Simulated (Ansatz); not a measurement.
**Two Ansatz runs on ZrC**

The cell is a measured one (Crystallography Open Database entry 1562921); the temperature and pressure of the measurement aren't taken into account, and nothing was relaxed.

First run: DFT, PBE, all-electron LAPW, scalar-relativistic (Ansatz 0.2.0).

Command: `ansatz run input.yaml --threads 1 --pin off --max-ram 2048MiB --backend cpu --events-out ev --progress --plain --runs-dir out` The run took 28 s on 1 thread of Arm Neoverse V1 (shared host), peak memory 0.45 GiB.

```yaml
crystal:
  lattice:
    - [0.0, 2.35021, 2.35021]
    - [2.35021, 0.0, 2.35021]
    - [2.35021, 2.35021, 0.0]
  atoms:
    - { symbol: Zr, position: [0.5, 0.5, 0.5] }
    - { symbol: C, position: [0.0, 0.0, 0.0] }
kpoints:
  mp_grid: { grid: [15, 15, 15] }
scf:
  occupations: { method: fermi_dirac, width: 0.05 }
hamiltonian:
  xc: pbe
  pseudopotentials: { kind: all_electron, lapw: { basis_error: 0.0005 } }
output:
  forces: true
  stress: true
  eigenvalues: true
basis:
  ecutwfc: 320
```

Result: converged; pressure 1.23 GPa; no gap on the k mesh; 10 SCF iterations.

A second input differs as follows:

```diff
@@ -11,4 +11,5 @@
 scf:
   occupations: { method: fermi_dirac, width: 0.05 }
+  max_iter: 75
 hamiltonian:
   xc: pbe
@@ -20,3 +21,4 @@
 basis:
   ecutwfc: 320
+  ENCUT: 0.3
```

Q: What is wrong with it, and what does the program do?

A: The fault is a keyword of another program. The run refused before any iteration. The log ends:
```
Error: YAML parse error: error: line 23 column 3: unknown field `ENCUT`, expected one of ecutwfc, ecutrho_ratio, smooth_cutoff_half_width, xc_grid, low_memory, fft_grid_basis, precision, gaussian, splines
  --> <input>:23:3
   |
21 | basis:
22 |   ecutwfc: 320
23 |   ENCUT: 0.3
   |   ^ unknown field `ENCUT`, expected one of ecutwfc, ecutrho_ratio, smooth_cutoff_half_width, xc_grid, low_memory, fft_grid_basis, precision, gaussian, splines
```
